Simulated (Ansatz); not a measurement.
CuCl: pressure against volume per atom

Results calculated with Ansatz 0.2.0, not measured. Periodic Kohn-Sham DFT of a crystal at fixed atoms; pressure and stress are positive in compression; the energy is the free energy less that of spherical unpolarised free atoms; site moments are those in the method's own spheres, positive along +z.

Cell of the first row (space group F-43m, No. 216):
```
CuCl
1.0
      0.0000     2.6548     2.6548
      2.6548     0.0000     2.6548
      2.6548     2.6548     0.0000
Cu Cl
1 1
Direct
  0.00000 0.00000 0.00000
  0.75000 0.75000 0.75000
```

Settings of every row: method frozen-core PAW; functional LDA; relativity scalar; k mesh 11x11x11; filling fermi-dirac; smearing width 0.03 eV; wave cutoff 420 eV; paw set soft_2.

Atom start moment: 0 on all atoms.

Limits: PAW files made with PBE.

Limits of some rows: small gap, it may come from the mesh (row 6, 7, 8, 9, 10, 11).

| row | volume per atom (Å³) | pressure (GPa) |
| --- | --- | --- |
| 1 | 18.71 | -3.729 |
| 2 | 18.72 | -3.758 |
| 3 | 19.109 | -4.817 |
| 4 | 19.308 | -5.307 |
| 5 | 19.507 | -5.763 |
| 6 | 19.905 | -6.586 |
| 7 | 20.104 | -6.955 |
| 8 | 20.303 | -7.298 |
| 9 | 20.502 | -7.617 |
| 10 | 20.701 | -7.914 |
| 11 | 21.099 | ? |

Question: what pressure should row 11 give?

Worked fit of pressure. Take u = (V_r/V)^(2/3) − 1 with V_r = 19.706 Å³ an atom, which is twice the finite (Eulerian) strain; such expansions in the strain, on which the Birch-Murnaghan equation of state is built, carry the rest volume and the bulk modulus. The shown rows have u = 0.03518, 0.03481, 0.02072, 0.0137, 0.00679, -0.00668, -0.01324, -0.0197, -0.02605, -0.03231. Least squares give pressure = −6.189 + 61.027 × u + 244.51 × u² + 245 × u³ GPa; a parabola predicts inner rows, each left out in turn, worse (root mean square 0.0024 against 0.00047 GPa). The rows lie off it by 0.000, 0.000, 0.000, -0.001, 0.000, 0.000, 0.000, 0.000, 0.000, 0.000. The withheld row has u = -0.04451, so the fit gives −6.189 + 61.027 × (-0.04451) + 244.51 × (-0.04451)² + 245 × (-0.04451)³ = -8.443 GPa.

The calculation gave -8.444 GPa. The fit lies 0.001 GPa (0.021 % of the column's range) above it, one unit of the last digit. This row lies beyond the range of the fit.
